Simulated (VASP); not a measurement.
Here is a VASP 6.6.1 calculation.

Contents of INCAR:

```
SYSTEM = Mg
PREC = Accurate ; ENCUT = 520
EDIFF = 1E-6 ; ISMEAR = 0
SIGMA = 0.02 ; LREAL = .FALSE.
LASPH = .TRUE. ; NELM = 80
ALGO = Normal ; ISIF = 2
LWAVE = .FALSE. ; LCHARG = .TRUE.
LELF = .TRUE. ; LVHAR = .TRUE.
```

KPOINTS

```
regular mesh
0
G
  11 11 11
  0 0 0
```

POSCAR

```
Mg
3.0705
   -0.577353687250      0.577353687250      0.577353687250
    0.577353687250     -0.577353687250      0.577353687250
    0.577353687250      0.577353687250     -0.577353687250
Mg
1
Direct
    0.0000000000      0.0000000000      0.0000000000
```

Potentials or basis: VASP PAW LDA potentials, release 54 (Mg).

The run is started by

```bash
$ cat potpaw_LDA.54/Mg/POTCAR > POTCAR
$ mpirun -np 1 vasp_std > vasp.out
```

Predict the band gap on the k mesh.

none (metal or under the smearing width).

What does it give for the pressure?

-1.6 GPa.
